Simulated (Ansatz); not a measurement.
# Si: the cost of one run

Computed with Ansatz 0.2.0 (DFT PBE, scalar-relativistic, plane waves, PAW, unless a step's input says otherwise).

The COD entry's cell or inner coordinates are ideal or old and differ from later refinements, so a difference from it is no clean test against experiment.

3 further runs of the same task are left out: 1 that didn't finish, 2 set aside as unsound or not needed.

### 1 The system as given

It takes space group Fd-3m (No. 227, cubic). The conventional cell has a = 5.470 Å, b = 5.470 Å, c = 5.470 Å, α = 90.00°, β = 90.00°, γ = 90.00°. Around Si (site symmetry -43m) lie 4 Si at 2.37 Å.

Coordinates:

```
CELL_PARAMETERS angstrom
0.00000 2.73484 2.73484
2.73484 0.00000 2.73484
2.73484 2.73484 0.00000
ATOMIC_POSITIONS crystal
Si 0.75000 0.75000 0.75000
Si 0.50000 0.50000 0.50000
```

This cell was relaxed beforehand with the same method: volume 20.45 Å³/atom, gap on the mesh 0.62 eV.

### 2 Next: the Σ3 (111) boundary, mirror between planes, shift [0, 0]

One grain is mirrored in the boundary plane and shifted (fractions of the plane's cell), atoms that come too close are joined, and the cell holds two boundaries. Atoms and the cell's height relax; energies count from the bulk on a matched mesh, -635.8101 eV an atom.

The cell holds 24 Si: a = 3.868 Å, b = 3.868 Å, c = 37.895 Å, α = 90.00°, β = 90.00°, γ = 120.00°.

### 3 The relaxation run

File input.yaml:

```yaml
crystal:
  lattice:
    - [3.8676454499, 0.0, 0.0]
    - [-1.9338227249, 3.3494792124, 0.0]
    - [0.0, 0.0, 37.8950314328]
  atoms:
    - { symbol: Si, position: [0.0, 0.0, 0.03125] }
    - { symbol: Si, position: [0.3333333333, 0.6666666667, 0.0520833333] }
    - { symbol: Si, position: [0.6666666667, 0.3333333333, 0.1354166667] }
    - { symbol: Si, position: [0.3333333333, 0.6666666667, 0.1145833333] }
    - { symbol: Si, position: [0.6666666667, 0.3333333333, 0.1979166667] }
    - { symbol: Si, position: [0.0, 1.0, 0.28125] }
    - { symbol: Si, position: [0.3333333333, 0.6666666667, 0.3020833333] }
    - { symbol: Si, position: [0.6666666667, 0.3333333333, 0.3854166667] }
    - { symbol: Si, position: [0.3333333333, 0.6666666667, 0.3645833333] }
    - { symbol: Si, position: [1.0, 1.0, 0.21875] }
    - { symbol: Si, position: [0.6666666667, 0.3333333333, 0.4479166667] }
    - { symbol: Si, position: [1.0, 1.0, 0.46875] }
    - { symbol: Si, position: [0.0, 0.0, 0.96875] }
    - { symbol: Si, position: [0.3333333333, 0.6666666667, 0.9479166667] }
    - { symbol: Si, position: [0.6666666667, 0.3333333333, 0.8645833333] }
    - { symbol: Si, position: [0.3333333333, 0.6666666667, 0.8854166667] }
    - { symbol: Si, position: [0.6666666667, 0.3333333333, 0.8020833333] }
    - { symbol: Si, position: [0.0, 1.0, 0.71875] }
    - { symbol: Si, position: [0.3333333333, 0.6666666667, 0.6979166667] }
    - { symbol: Si, position: [0.6666666667, 0.3333333333, 0.6145833333] }
    - { symbol: Si, position: [0.3333333333, 0.6666666667, 0.6354166667] }
    - { symbol: Si, position: [1.0, 1.0, 0.78125] }
    - { symbol: Si, position: [0.6666666667, 0.3333333333, 0.5520833333] }
    - { symbol: Si, position: [1.0, 1.0, 0.53125] }
basis:
  ecutwfc: 420
kpoints:
  mp_grid: { grid: [12, 12, 1] }
hamiltonian:
  xc: pbe
scf:
  occupations: { method: gaussian, width: 0.05 }
output:
  forces: true
  stress: true
  eigenvalues: true
  populations: true
relax:
  adjacent_minimum: "off"
  f_tol: 0.02
  max_steps: 60
  cell: { fix: [a, b, alpha, beta, gamma], stress_tol: 0.1 }
```

Launch:

```sh
$ ansatz run input.yaml --threads 2 --pin off --max-ram 5120MiB --backend cpu --events-out ev --progress --plain --runs-dir out
```

**Question.** How long does this run take on 2 threads of Intel Xeon Platinum 8259CL at 2.50GHz (Skylake/Cascade Lake), shared host, and how much memory does it need?

About 93 s, with a peak of 1.2 GiB.
